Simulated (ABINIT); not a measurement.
# GaN (P6_3mc) in ABINIT: settings compared

Aim: see how the results for GaN move with the level of theory and the settings. Levels: LDA, PBEsol, RPBE. Tasks: band structure.

All numbers are computed with ABINIT 10.8.3 (patched build); they aren't measurements. Logs are shortened: lines on timing, memory, paths and dates and some standing lists are left out, and cuts for length are marked. The log counts tension as positive stress, the text compression.

**Measured values to compare with.**

“Studying electronic properties in GaN without electrical contacts using γ-γ vs e−-γ Perturbed Angular Correlations”, 2019, pmc:6823545 quotes, for a bulk crystal of GaN: band gap 3.503 ± 0.005 eV (direct).

The results are compared with them further down.

### 1 Starting point

The structure is hexagonal, space group P6_3mc (No. 186). Conventional cell: a = 3.180 Å, b = 3.180 Å, c = 5.166 Å, α = 90.00°, β = 90.00°, γ = 120.00°. Ga (site symmetry 3m) has 4 N at 1.94 to 1.95 Å as nearest neighbours. N (site symmetry 3m) is surrounded by 4 Ga at 1.94 to 1.95 Å.

### 2 Band structure, LDA

run.abi reads:

```
ndtset 2

pp_dirpath "./"
pseudos "Ga.GGA_PBE-JTH.xml, N.GGA_PBE-JTH.xml"

acell 3*1.0
rprim
     6.0093290763     0.0000000000     0.0000000000
    -3.0046645382     5.2042316397     0.0000000000
     0.0000000000     0.0000000000     9.7623251598
ntypat 2
znucl 31 7
natom 4
typat 1 1 2 2
xred
     0.6666666667     0.3333333333     0.5000000000
     0.3333333333     0.6666666667     0.0000000000
     0.6666666667     0.3333333333     0.8750000000
     0.3333333333     0.6666666667     0.3750000000

ecut 31.0
pawecutdg 53.0

ixc 7

occopt 3
tsmear 0.05 eV

nstep 100

iomode 3
prtwf 0
prteig 0
prtebands 0
enunit 1
prtden1 1

kptopt1 1
ngkpt1 10 10 5
nshiftk1 1
shiftk1 0.0 0.0 0.0
nband1 22
tolvrs1 1.0e-9

iscf2 -2
getden2 1
nband2 28
nbdbuf2 4
tolwfr2 1.0e-11
kptopt2 -7
ndivsm2 6
prteig2 1
prtvol2 -3
kptbounds2
     0.0000000000     0.0000000000     0.0000000000
     0.5000000000     0.0000000000     0.0000000000
     0.3333333333     0.3333333333     0.0000000000
     0.0000000000     0.0000000000     0.0000000000
     0.0000000000     0.0000000000     0.5000000000
     0.5000000000     0.0000000000     0.5000000000
     0.3333333333     0.3333333333     0.5000000000
     0.0000000000     0.0000000000     0.5000000000
```

Potentials or basis: JTH PAW PBE v2.0.

Command:

```bash
abinit run.abi > log 2>&1
```

run.abo:

```text
.Version 10.8.3 of ABINIT
 DATASET    1 : space group P6_3 m c (#186); Bravais hP (primitive hexag.)
================================================================================
 Values of the parameters that define the memory need for DATASET  1.
     intxc =       0    ionmov =       0      iscf =      17    lmnmax =      18
     lnmax =       6     mgfft =      50  mpssoang =       3    mqgrid =    3200
     natom =       4  nloc_mem =       2    nspden =       1   nspinor =       1
    nsppol =       1      nsym =      12    n1xccc =       1    ntypat =       2
    occopt =       3   xclevel =       1
       mpw =        2541          nfft =       51200          nkpt =          42
 PAW method is used; the additional fine FFT grid is defined by:
   mgfftf=        64    nfftf =    102400
================================================================================
================================================================================

 DATASET    2 : space group P6_3 m c (#186); Bravais hP (primitive hexag.)
================================================================================
 Values of the parameters that define the memory need for DATASET  2.
     intxc =       0    ionmov =       0      iscf =      -2    lmnmax =      18
     lnmax =       6     mgfft =      50  mpssoang =       3    mqgrid =    3200
     natom =       4  nloc_mem =       2    nspden =       1   nspinor =       1
    nsppol =       1      nsym =      12    n1xccc =       1    ntypat =       2
    occopt =       3   xclevel =       1
       mpw =        2545          nfft =       51200          nkpt =          67
 PAW method is used; the additional fine FFT grid is defined by:
   mgfftf=        64    nfftf =    102400
================================================================================
================================================================================

--------------------------------------------------------------------------------
------------- Echo of variables that govern the present computation ------------
--------------------------------------------------------------------------------
 -outvars: echo values of preprocessed input variables --------
            acell      1.0000000000E+00  1.0000000000E+00  1.0000000000E+00 Bohr
              amu      6.97230000E+01  1.40067400E+01
             ecut      3.10000000E+01 Hartree
           enunit           1
           getden1          0
           getden2          1
             iscf1         17
             iscf2         -2
              ixc           7
           jdtset        1    2
           kptopt1          1
           kptopt2         -7
         kptrlatt       10    0    0      0   10    0      0    0    5
          kptrlen1     4.88116258E+01
          kptrlen2     3.00000000E+01
            natom           4
            nband1         22
            nband2         28
           nbdbuf1          0
           nbdbuf2          4
           ndtset           2
           ndivsm1          0
           ndivsm2          6
            ngfft          32      32      50
          ngfftdg          40      40      64
             nkpt1         42
             nkpt2         67
            nstep         100
             nsym          12
           ntypat           2
           occopt           3
        pawecutdg      5.30000000E+01 Hartree
        prtebands           0
           prteig1          0
           prteig2          1
           prtvol1          0
           prtvol2         -3
            prtwf           0
            rprim      6.0093290763E+00  0.0000000000E+00  0.0000000000E+00
                      -3.0046645382E+00  5.2042316397E+00  0.0000000000E+00
                       0.0000000000E+00  0.0000000000E+00  9.7623251598E+00
           shiftk1     0.00000000E+00  0.00000000E+00  0.00000000E+00
           shiftk2     5.00000000E-01  5.00000000E-01  5.00000000E-01
          spgroup         186
           tolvrs1     1.00000000E-09
           tolvrs2     0.00000000E+00
[... 283 lines left out ...]
 -6.2041E-02  1.6442E-01  1.6442E-01  2.0174E-01  2.0407E-01  2.0407E-01
  2.7689E-01  3.5812E-01  5.3875E-01  5.6137E-01  5.6137E-01  5.9510E-01
  6.2979E-01  6.2979E-01  7.3487E-01  7.7625E-01
 Non-SCF case, kpt    2 (  0.04545  0.00000  0.00000), residuals and eigenvalues=
[... 645 lines left out ...]
 -2.8074E-01 -2.8074E-01 -2.7965E-01 -2.7965E-01 -2.7752E-01 -2.7752E-01
  6.1110E-02  6.1110E-02  1.7937E-01  1.7937E-01  1.8250E-01  1.8250E-01
  3.6349E-01  3.6349E-01  5.0854E-01  5.0854E-01  5.8001E-01  5.8001E-01
  5.8310E-01  5.8310E-01  8.0008E-01  8.0008E-01
 Non-SCF case, kpt   67 (  0.00000  0.00000  0.50000), residuals and eigenvalues=
  3.09E-12  6.39E-12  2.47E-12  1.37E-12  3.65E-12  9.47E-12  2.95E-12  3.47E-12
  3.12E-12  5.61E-12  4.08E-12  6.23E-12  4.77E-12  8.45E-12  4.32E-12  5.73E-12
  1.98E-12  4.73E-12  7.21E-12  9.57E-12  4.11E-12  6.21E-12  3.42E-12  6.27E-12
  8.21E-13  1.43E-12  2.25E-10  6.69E-09
 -3.6079E-01 -3.6079E-01 -2.9060E-01 -2.9060E-01 -2.9060E-01 -2.9060E-01
 -2.7964E-01 -2.7964E-01 -2.7964E-01 -2.7964E-01 -2.7899E-01 -2.7899E-01
  6.1191E-02  6.1191E-02  1.8372E-01  1.8372E-01  1.8372E-01  1.8372E-01
  3.5964E-01  3.5964E-01  5.1171E-01  5.1171E-01  5.8106E-01  5.8106E-01
  5.8106E-01  5.8106E-01  7.9764E-01  7.9764E-01

--- !ResultsGS
iteration_state: {dtset: 2, }
comment   : Summary of ground state results
lattice_vectors:
- [  6.0093291,   0.0000000,   0.0000000, ]
- [ -3.0046645,   5.2042316,   0.0000000, ]
- [  0.0000000,   0.0000000,   9.7623252, ]
lattice_lengths: [   6.00933,    6.00933,    9.76233, ]
lattice_angles: [ 90.000,  90.000, 120.000, ] # degrees, (23, 13, 12)
lattice_volume:   3.0530638E+02
convergence: {deltae:  0.000E+00, res2:  0.000E+00, residm:  9.996E-12, diffor:  0.000E+00, }
etotal    :  -1.78604588E+02
entropy   :   0.00000000E+00
fermie    :   2.41804000E-01
cartesian_stress_tensor: null
pressure_GPa: null
xred      :
- [  6.6667E-01,   3.3333E-01,   5.0000E-01, Ga]
- [  3.3333E-01,   6.6667E-01,   0.0000E+00, Ga]
- [  6.6667E-01,   3.3333E-01,   8.7500E-01,  N]
- [  3.3333E-01,   6.6667E-01,   3.7500E-01,  N]
cartesian_forces: null
force_length_stats: {min: null, max: null, mean: null, }
...

 Integrated electronic density in atomic spheres:
 ------------------------------------------------
 Atom  Sphere_radius  Integrated_density
    1        2.10359         11.21223041
    2        2.10359         11.21223041
    3        1.20497          2.54275505
    4        1.20497          2.54275505

================================================================================

 ----iterations are completed or convergence reached----

 Mean square residual over all n,k,spin=   51.225E-13; max=  99.956E-13
 reduced coordinates (array xred) for    4 atoms
       0.666666666667      0.333333333333      0.500000000000
       0.333333333333      0.666666666667      0.000000000000
       0.666666666667      0.333333333333      0.875000000000
       0.333333333333      0.666666666667      0.375000000000

 cartesian coordinates (angstrom) at end:
    1      1.58999999890987     0.91798692737376     2.58299999824324
    2     -0.00000000001764     1.83597385474752     0.00000000000000
    3      1.58999999890987     0.91798692737376     4.52024999692566
    4     -0.00000000001764     1.83597385474752     1.93724999868243
 length scales=  1.000000000000  1.000000000000  1.000000000000 bohr
              =  0.529177210544  0.529177210544  0.529177210544 angstroms
 Eigenvalues (   eV  ) for nkpt=  67  k points:
 kpt#   1, nband= 28, wtk=  1.00000, kpt=  0.0000  0.0000  0.0000 (reduced coord)
 -10.40726   -9.46771   -7.95095   -7.92878   -7.92878   -7.86450   -7.86450   -7.67184
  -7.67184   -7.56713   -7.56713   -6.21657   -1.68823    4.47406    4.47406    5.48973
   5.55311    5.55311    7.53465    9.74492   14.66003   15.27572   15.27572   16.19356
  17.13752   17.13752   19.99692   21.12276
 kpt#   2, nband= 28, wtk=  1.00000, kpt=  0.0455  0.0000  0.0000 (reduced coord)
 -10.38579   -9.46242   -7.94864   -7.92564   -7.92260   -7.86240   -7.86026   -7.67368
  -7.67218   -7.57107   -7.56661   -6.20091   -1.65818    4.30811    4.42800    5.33349
   5.47112    5.53470    7.73520    9.88682   14.61430   15.09443   15.33214   16.23320
  17.01437   17.18547   19.79240   20.96717
 kpt#   3, nband= 28, wtk=  1.00000, kpt=  0.0909  0.0000  0.0000 (reduced coord)
 -10.32310   -9.44751   -7.94063   -7.91673   -7.90459   -7.85531   -7.84786   -7.67907
  -7.67276   -7.58181   -7.56515   -6.15486   -1.56893    3.86012    4.29813    4.84406
   5.40554    5.47913    8.17710   10.25452   14.39936   14.74177   15.48908   16.29027
  16.75560   17.31835   19.26145   20.67999
 kpt#   4, nband= 28, wtk=  1.00000, kpt=  0.1364  0.0000  0.0000 (reduced coord)
 -10.22445   -9.42558   -7.92711   -7.90367   -7.87475   -7.83928   -7.82825   -7.68752
[... 304 lines left out ...]
  -9.76694   -9.76694   -7.89987   -7.89987   -7.89307   -7.89307   -7.66845   -7.66845
  -7.60993   -7.60993   -7.49086   -7.49086    1.64883    1.64883    4.57399    4.57399
   4.86510    4.86510   10.16118   10.16118   13.61113   13.61113   15.70863   15.70863
  16.02982   16.02982   21.82900   21.82900
 kpt#  66, nband= 28, wtk=  1.00000, kpt=  0.0256  0.0256  0.5000 (reduced coord)
  -9.80454   -9.80454   -7.90562   -7.90562   -7.90380   -7.90380   -7.63938   -7.63938
  -7.60962   -7.60962   -7.55170   -7.55170    1.66289    1.66289    4.88083    4.88083
   4.96599    4.96599    9.89111    9.89111   13.83803   13.83803   15.78294   15.78294
  15.86693   15.86693   21.77141   21.77141
 kpt#  67, nband= 28, wtk=  1.00000, kpt=  0.0000  0.0000  0.5000 (reduced coord)
  -9.81763   -9.81763   -7.90750   -7.90750   -7.90750   -7.90750   -7.60948   -7.60948
  -7.60948   -7.60948   -7.59179   -7.59179    1.66510    1.66510    4.99922    4.99922
   4.99922    4.99922    9.78621    9.78621   13.92420   13.92420   15.81138   15.81138
  15.81138   15.81138   21.70486   21.70486

== END DATASET(S) ==============================================================
================================================================================

 -outvars: echo values of variables after computation  --------
            acell      1.0000000000E+00  1.0000000000E+00  1.0000000000E+00 Bohr
           etotal1    -1.7860458786E+02
            fcart1    -8.9615502462E-29  3.6217674129E-28 -2.4446937920E-03
                      -8.9615502462E-29 -8.7957208600E-28 -2.4446937920E-03
                       2.6884650739E-28 -2.5869767235E-28  2.4446937920E-03
                      -8.9615502462E-29  7.7609301706E-28  2.4446937920E-03
            rprim      6.0093290763E+00  0.0000000000E+00  0.0000000000E+00
                      -3.0046645382E+00  5.2042316397E+00  0.0000000000E+00
                       0.0000000000E+00  0.0000000000E+00  9.7623251598E+00
           strten1     1.5346933760E-04  1.5346933821E-04  7.9984759552E-05
                       0.0000000000E+00  0.0000000000E+00  1.9970193369E-13
           xangst      1.5899999989E+00  9.1798692737E-01  2.5829999982E+00
                      -1.7639790514E-11  1.8359738547E+00  0.0000000000E+00
                       1.5899999989E+00  9.1798692737E-01  4.5202499969E+00
                      -1.7639790514E-11  1.8359738547E+00  1.9372499987E+00
             xred      6.6666666667E-01  3.3333333333E-01  5.0000000000E-01
                       3.3333333333E-01  6.6666666667E-01  0.0000000000E+00
                       6.6666666667E-01  3.3333333333E-01  8.7500000000E-01
                       3.3333333333E-01  6.6666666667E-01  3.7500000000E-01
 Calculation completed.
```

It took 2.7 min on 1 thread of Arm Neoverse V1, shared host; peak memory 0.16 GiB.

Results:

| Property | Result |
| --- | --- |
| Free energy | -4860.0784 eV |
| Pressure | -3.8 GPa |
| Largest force | 0.126 eV/Å |
| Band gap on the k mesh | 1.98 eV, direct |
| Band gap along the path | 1.98 eV, direct |
| Valence electrons inside the program's atomic spheres | Ga 11.21; N 2.54 |

Forces on the atoms (eV/Å):
```
Ga   0.000  0.000 -0.126
Ga   0.000  0.000 -0.126
N    0.000  0.000  0.126
N    0.000  0.000  0.126
```

Stress tensor (GPa, compression positive):
```
-4.52  0.00  0.00
 0.00 -4.52  0.00
 0.00  0.00 -2.35
```

Levels at the corners of the path, in eV from the valence-band top:
```csv
point,band 16,band 17,band 18,band 19,band 20,band 21
Γ,-0.06,0.00,0.00,1.98,4.19,9.11
M,-2.82,-2.31,-1.00,4.90,5.52,5.93
K,-3.09,-3.09,-2.76,4.96,7.74,7.74
Γ,-0.06,0.00,0.00,1.98,4.19,9.11
A,-0.55,-0.55,-0.55,4.23,4.23,8.37
L,-1.99,-1.95,-1.95,4.30,4.30,7.67
H,-4.29,-1.53,-1.53,6.37,6.37,7.18
A,-0.55,-0.55,-0.55,4.23,4.23,8.37
```

Caveat: the PAW data sets were made with another functional, which shifts forces and pressure a little.

### 3 Band structure, PBEsol

Changes to run.abi since step 2:

```diff
@@ -22,4 +22,5 @@
 pawecutdg 53.0
+pawxcdev 0
 
-ixc 7
+ixc -116133
```

Potentials or basis: JTH PAW PBE v2.0.

Command:

```bash
abinit run.abi > log 2>&1
```

run.abo:

```text
.Version 10.8.3 of ABINIT
 DATASET    1 : space group P6_3 m c (#186); Bravais hP (primitive hexag.)
================================================================================
 Values of the parameters that define the memory need for DATASET  1.
     intxc =       0    ionmov =       0      iscf =      17    lmnmax =      18
     lnmax =       6     mgfft =      50  mpssoang =       3    mqgrid =    3200
     natom =       4  nloc_mem =       2    nspden =       1   nspinor =       1
    nsppol =       1      nsym =      12    n1xccc =       1    ntypat =       2
    occopt =       3   xclevel =       2
       mpw =        2541          nfft =       51200          nkpt =          42
 PAW method is used; the additional fine FFT grid is defined by:
   mgfftf=        64    nfftf =    102400
================================================================================
================================================================================

 DATASET    2 : space group P6_3 m c (#186); Bravais hP (primitive hexag.)
================================================================================
 Values of the parameters that define the memory need for DATASET  2.
     intxc =       0    ionmov =       0      iscf =      -2    lmnmax =      18
     lnmax =       6     mgfft =      50  mpssoang =       3    mqgrid =    3200
     natom =       4  nloc_mem =       2    nspden =       1   nspinor =       1
[... 1375 lines left out ...]
  16.31853   16.31853   22.07258   22.07258
 kpt#  66, nband= 28, wtk=  1.00000, kpt=  0.0256  0.0256  0.5000 (reduced coord)
  -9.68421   -9.68421   -7.60693   -7.60693   -7.60510   -7.60510   -7.34827   -7.34827
  -7.30979   -7.30979   -7.26800   -7.26800    1.86721    1.86721    5.10611    5.10611
   5.19141    5.19141   10.10048   10.10048   14.11319   14.11319   16.06962   16.06962
  16.15473   16.15473   22.00998   22.00998
 kpt#  67, nband= 28, wtk=  1.00000, kpt=  0.0000  0.0000  0.5000 (reduced coord)
  -9.69778   -9.69778   -7.60881   -7.60881   -7.60881   -7.60881   -7.31597   -7.31597
  -7.30965   -7.30965   -7.30965   -7.30965    1.86950    1.86950    5.22461    5.22461
   5.22461    5.22461    9.99467    9.99467   14.19963   14.19963   16.09881   16.09881
  16.09881   16.09881   21.94083   21.94083

== END DATASET(S) ==============================================================
================================================================================

 -outvars: echo values of variables after computation  --------
            acell      1.0000000000E+00  1.0000000000E+00  1.0000000000E+00 Bohr
           etotal1    -1.7818575105E+02
            fcart1     2.6884650739E-28  5.6913487918E-28 -2.5878681534E-03
                      -8.9615502462E-29 -4.6565581024E-28 -2.5878681534E-03
                      -4.4807751231E-28 -6.7261394812E-28  2.5878681534E-03
                       2.6884650739E-28  5.6913487918E-28  2.5878681534E-03
            rprim      6.0093290763E+00  0.0000000000E+00  0.0000000000E+00
                      -3.0046645382E+00  5.2042316397E+00  0.0000000000E+00
                       0.0000000000E+00  0.0000000000E+00  9.7623251598E+00
           strten1    -3.4548636122E-05 -3.4548635519E-05 -1.0670919274E-04
                       0.0000000000E+00  0.0000000000E+00  1.9789927383E-13
           xangst      1.5899999989E+00  9.1798692737E-01  2.5829999982E+00
                      -1.7639790514E-11  1.8359738547E+00  0.0000000000E+00
                       1.5899999989E+00  9.1798692737E-01  4.5202499969E+00
                      -1.7639790514E-11  1.8359738547E+00  1.9372499987E+00
             xred      6.6666666667E-01  3.3333333333E-01  5.0000000000E-01
                       3.3333333333E-01  6.6666666667E-01  0.0000000000E+00
                       6.6666666667E-01  3.3333333333E-01  8.7500000000E-01
                       3.3333333333E-01  6.6666666667E-01  3.7500000000E-01
 Calculation completed.
```

Run time: 2.9 min. Hardware: 1 thread of Arm Neoverse V1, shared host; peak memory 0.18 GiB.

Results:

| Property | Result |
| --- | --- |
| Free energy | -4848.6813 eV |
| Pressure | 1.7 GPa |
| Largest force | 0.133 eV/Å |
| Band gap on the k mesh | 1.90 eV, direct |
| Band gap along the path | 1.90 eV, direct |
| Valence electrons inside the program's atomic spheres | Ga 11.20; N 2.54 |

Forces on the atoms (eV/Å):
```
Ga   0.000  0.000 -0.133
Ga   0.000  0.000 -0.133
N    0.000  0.000  0.133
N    0.000  0.000  0.133
```

Levels at the corners of the path, in eV from the valence-band top:
```csv
point,band 15,band 16,band 17,band 18,band 19,band 20,band 21,band 22
Γ,-1.08,-0.06,0.00,0.00,1.90,4.21,9.15,9.80
M,-4.33,-2.82,-2.31,-1.00,4.93,5.52,5.95,8.60
K,-5.41,-3.09,-3.09,-2.76,4.96,7.82,7.82,8.30
Γ,-1.08,-0.06,0.00,0.00,1.90,4.21,9.15,9.80
A,-0.55,-0.55,-0.55,-0.55,4.22,4.22,8.42,8.42
L,-1.99,-1.99,-1.95,-1.95,4.30,4.30,7.73,7.73
H,-4.30,-4.30,-1.53,-1.53,6.39,6.39,7.19,7.19
A,-0.55,-0.55,-0.55,-0.55,4.22,4.22,8.42,8.42
```

Caveat: the PAW data sets were made with another functional, which shifts forces and pressure a little.

(Continued in part 2 of 2.)
